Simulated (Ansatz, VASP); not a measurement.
# B in VASP and in Ansatz

```
B
1.0
     1.76739    0.00000    0.00000
    -0.88369    1.53060    0.00000
     0.00000    0.00000   22.26548
B
4
Cartesian
  0.8837 1.5306 0.0000
  0.8837 1.5306 11.1327
  0.0000 1.0204 5.5664
  0.8837 0.5102 16.6991
```

Alike in both runs: task single point; functional revPBE; k mesh 23 × 23 × 2; occupations fermi-dirac, width 0.1 eV; no spin polarisation.

```csv
,VASP,Ansatz
version,VASP 6.6.1,Ansatz 0.2.0
potentials or method,"VASP PAW PBE potentials, release 64 (B)","plane waves (420 eV) with PAW, scalar-relativistic"
plane-wave cutoff (eV),520,420
valence electrons in the cell,12,12
```

Ansatz gave:

- pressure (GPa): -8.7
- largest component of the traceless stress (GPa): 8.75

Q: Estimate VASP's values.

A: Pressure (GPa): -8.8; largest component of the traceless stress (GPa): 8.79.

The functional is the same, so the differences come from potentials, cutoffs and numerics.

Caveats: the PAW data sets were made with another functional, which shifts forces and pressure a little (VASP).
